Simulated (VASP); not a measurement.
Write the native input for VASP 6.6.1 that does the following.

```
Task                   : single point
Functional             : PBE
Potentials or basis    : VASP PAW PBE potentials, release 64 (O, Si)
Cutoff                 : 520 eV
k mesh                 : 1 × 1 × 1
Occupations            : gaussian, width 0.01 eV
Spin                   : no spin polarisation
Further INCAR settings : ALGO = Fast; EDIFF = 1e-06
```

The structure of OSi lies in POSCAR:

```
SiO
1.0
   11.0000000000      0.0000000000      0.0000000000
    0.0000000000     10.0000000000      0.0000000000
    0.0000000000      0.0000000000     10.0000000000
O Si
1 1
Direct
    0.4473460000      0.5223670000      0.4699040000
    0.5575380000      0.4792390000      0.5336280000
```

The cell isn't the ideal one: atoms moved at random, drawn with an rms of 0.05 Å.

These files were run (other wordings do the same):

INCAR

```
PREC     = Accurate       # precision mode
ENCUT    = 520            # plane-wave cutoff, eV
EDIFF    = 1E-6           # SCF threshold, eV
ISMEAR   = 0              # smearing method
SIGMA    = 0.01           # smearing width, eV
LREAL    = False          # projectors in reciprocal space
LASPH    = True           # aspherical terms in the spheres
NELM     = 60             # most SCF steps
ALGO     = Fast           # electronic algorithm
ISIF     = 2              # what is computed and relaxed
LWAVE    = False          # write WAVECAR
LCHARG   = False          # write CHGCAR
GGA      = PE             # functional
```

KPOINTS

```
Automatic mesh
0
Gamma
  1 1 1
```

Potentials or basis: VASP PAW PBE potentials, release 64 (O, Si).

Run with:

```sh
$ cat potpaw_PBE.64/O/POTCAR potpaw_PBE.64/Si/POTCAR > POTCAR
$ mpirun -np 1 vasp_gam > vasp.out
```

It gave:

The largest force is 6.390 eV/Å and the gap between the frontier levels is 4.76 eV.

It took 36 s on 1 thread of Intel(R) Xeon(R) 6975P-C (Granite Rapids) (shared host), peak memory 0.89 GiB.
